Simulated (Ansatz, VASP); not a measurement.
AlN in VASP and in Ansatz

POSCAR

```
AlN
1.0
    3.1066945029      0.0000000000      0.0000000000
   -1.5533472514      2.6904763613      0.0000000000
    0.0000000000      0.0000000000      4.9785885515
Al N
2 2
Direct
    0.3333333333      0.6666666667     -0.0007956040
    0.6666666667      0.3333333333      0.4992043960
    0.3333333333      0.6666666667      0.3807956040
    0.6666666667      0.3333333333      0.8807956040
```

File INCAR.step1:

```
ALGO = Normal
EDIFF = 1E-4
ENCUT = 520
GGA = PE
ISMEAR = 0
LASPH = T
LCHARG = F
LREAL = F
LWAVE = T
NBANDS = 16
NELM = 60
PREC = Accurate
SIGMA = 0.01
```

File INCAR.step2:

```
ALGO = Normal
EDIFF = 1E-7
ENCUT = 520
ISIF = 2
ISMEAR = 0
ISTART = 1
LASPH = T
LCHARG = F
LMIXTAU = T
LREAL = F
LWAVE = F
METAGGA = R2SCAN
NBANDS = 16
NELM = 60
PREC = Accurate
SIGMA = 0.01
```

Contents of KPOINTS:

```
k-points
0
Gamma
  12 12 6
```

Input for Ansatz:

```yaml
crystal:
  lattice:
    - [3.1066945029, 0.0, 0.0]
    - [-1.5533472514, 2.6904763613, 0.0]
    - [0.0, 0.0, 4.9785885515]
  atoms:
    - { symbol: Al, position: [0.3333333333, 0.6666666667, -0.000795604] }
    - { symbol: Al, position: [0.6666666667, 0.3333333333, 0.499204396] }
    - { symbol: "N", position: [0.3333333333, 0.6666666667, 0.380795604] }
    - { symbol: "N", position: [0.6666666667, 0.3333333333, 0.880795604] }
kpoints:
  mp_grid: { grid: [12, 12, 6] }
  band_path:
    path:
      - [0.0, 0.0, 0.0]
      - [0.5, 0.0, 0.0]
      - [0.3333333333, 0.3333333333, 0.0]
      - [0.0, 0.0, 0.5]
      - [0.5, 0.0, 0.5]
      - [0.3333333333, 0.3333333333, 0.5]
    npoints: 1
hamiltonian:
  xc: r2scan
scf:
  occupations: { method: fixed }
  n_extra_bands: 5
output:
  forces: true
  stress: true
  eigenvalues: true
  write_density: true
  write_potential: true
  elf: true
  volumetric_format: npy
```

Alike in both runs: task single point; functional r2SCAN; k mesh 12 × 12 × 6; no spin polarisation.

```csv
,VASP,Ansatz
version,VASP 6.6.1,Ansatz 0.2.0
potentials or method,"VASP PAW PBE potentials, release 64 (Al, N)","plane waves, PAW"
plane-wave cutoff (eV),520,500
occupations,"gaussian, width 0.01 eV",fixed
valence electrons in the cell,16,16
```

VASP gave:

| Item | Value |
| --- | --- |
| gap on the k mesh at the Fermi level (eV) | 4.92 |
| pressure (GPa) | -0.4 |

Question: Which values does Ansatz return?

Answer: gap on the k mesh at the Fermi level (eV): 4.88; pressure (GPa): 0.0.

Caveats: the PAW data sets were made with another functional, which shifts forces and pressure a little (VASP). r2SCAN opens gaps a little over a GGA but as a rule still falls short of measured ones. A k mesh can miss the band edges.
